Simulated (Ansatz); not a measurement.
# Si: the cost of one run

Program: Ansatz 0.2 development build. Level of theory: DFT, PBE, PAW hard, scalar-relativistic. These are calculated values, not measurements.

## Step 1: The system as given

Symmetry: Cm, No. 8, monoclinic system. Conventional cell: a = 7.681 Å, b = 7.681 Å, c = 5.431 Å, α = 90.00°, β = 90.00°, γ = 90.00°. Around Si (site symmetry m) lie 4 Si at 2.30 to 2.38 Å. Si (site symmetry m) has 4 Si at 2.30 to 2.35 Å as nearest neighbours. Around Si (site symmetry m) lie 4 Si at 2.35 Å. Si (site symmetry 1) has 4 Si at 2.35 Å as nearest neighbours. Around Si (site symmetry 1) lie 4 Si at 2.35 to 2.37 Å.

The space group Cm holds at a tolerance of 0.01 Å; at 0.001 Å the coordinates give P1. Cell or atoms stand a little off a more symmetric structure (Fd-3m at a tolerance of 0.3 Å), so results at this geometry aren't those of that ideal crystal.

As a file:

```cif
data_structure
_symmetry_space_group_name_H-M 'Cm'
_symmetry_Int_Tables_number 8
_cell_length_a 7.6806
_cell_length_b 7.6806
_cell_length_c 5.4310
_cell_angle_alpha 90.000
_cell_angle_beta 90.000
_cell_angle_gamma 90.000
_cell_volume 320.38
loop_
_atom_site_label
_atom_site_type_symbol
_atom_site_symmetry_multiplicity
_atom_site_Wyckoff_symbol
_atom_site_fract_x
_atom_site_fract_y
_atom_site_fract_z
_atom_site_occupancy
Si1 Si 2 a 0.50331 0.50000 0.00737 1
Si2 Si 2 a 0.74945 0.50000 0.25000 1
Si3 Si 2 a 0.99945 0.50000 0.00000 1
Si4 Si 2 a 0.24945 0.50000 0.25000 1
Si5 Si 4 b 0.74945 0.75055 0.50000 1
Si6 Si 4 b 0.99945 0.75055 0.75000 1
```

## Step 2: Running it

input.yaml

```yaml
crystal:
  lattice:
    - [5.4310, 0.0000, 0.0000]
    - [0.0000, 5.4310, 0.0000]
    - [0.0000, 0.0000, 5.4310]
  atoms:
    - { symbol: Si, position: [0.00736513, 0.00441908, 0.00331431] }
    - { symbol: Si, position: [0.25000000, 0.25000000, 0.25000000] }
    - { symbol: Si, position: [0.00000000, 0.50000000, 0.50000000] }
    - { symbol: Si, position: [0.25000000, 0.75000000, 0.75000000] }
    - { symbol: Si, position: [0.50000000, 0.00000000, 0.50000000] }
    - { symbol: Si, position: [0.75000000, 0.25000000, 0.75000000] }
    - { symbol: Si, position: [0.50000000, 0.50000000, 0.00000000] }
    - { symbol: Si, position: [0.75000000, 0.75000000, 0.25000000] }
  symmetry: { detect: false }
kpoints: { mp_grid: { grid: [1, 1, 1], shift: [0.5, 0.5, 0.5] } }
hamiltonian: { xc: pbe, pseudopotentials: { kind: paw, source: ansatz } }
scf: { max_iter: 300, convergence: { dr2_threshold: 1.0e-9 eV }, occupations: { method: fixed } }
output: { active_space: { virtuals_per_pair: 4, afqmc: { sampling_time: 1.2, walkers: 256, seed: 4, other_structures: [../a-s8v4sp.export.1/out.active_space, ../a-s8v4sm.export.1/out.active_space] } } }
```

On the command line:

```
$ ansatz run input.yaml --threads 11 --events-out ev
```

**Question.** How long does this run take on 1 × NVIDIA GB300 Max-Q with 11 threads of Arm Neoverse V2 (Grace), shared host, and how much memory does it need?

About 95 s, with a peak of 1.9 GiB on the host and 13 GiB on a GPU.
